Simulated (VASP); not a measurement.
TePb:

```
CELL_PARAMETERS angstrom
0.00000 3.23100 3.23100
3.23100 0.00000 3.23100
3.23100 3.23100 0.00000
ATOMIC_POSITIONS crystal
Pb 0.00000 0.00000 0.00000
Te 0.50000 0.50000 0.50000
```

* Program: VASP 6.6.1
* Task: relaxation of cell and atoms
* Functional: TPSS
* Potentials or basis: VASP PAW PBE potentials, release 64 (Pb_d, Te)
* Cutoff: 600 eV
* k mesh: 7 × 7 × 7
* Occupations: fermi-dirac, width 0.05 eV
* Spin: no spin polarisation

At the start: pressure 1.7 GPa; volume 33.73 Å³/atom.

**Question.** How do energy, volume and symmetry change on relaxing?

**Answer.** Over 3 steps the energy falls by 6.8 meV/atom and the volume is 35.06 Å³/atom (+3.9 %); space group Fm-3m (No. 225, to 0.05 Å).

The path:
| step | energy change (eV) | largest force (eV/Å) | pressure (GPa) | volume (Å³) |
| --- | --- | --- | --- | --- |
| 1 | 0.0000 | 0.0000 | 1.70 | 67.46 |
| 2 | -0.0123 | 0.0000 | -0.49 | 71.02 |
| 3 | -0.0137 | 0.0000 | 0.00 | 70.12 |

Final structure:
```yaml
crystal:
  lattice:
    - [0.00000, 3.27295, 3.27295]
    - [3.27295, 0.00000, 3.27295]
    - [3.27295, 3.27295, 0.00000]
  atoms:
    - { symbol: Pb, position: [0.00000, 0.00000, 0.00000] }
    - { symbol: Te, position: [0.50000, 0.50000, 0.50000] }
```

Caveat: the PAW data sets were made with another functional, which shifts forces and pressure a little.
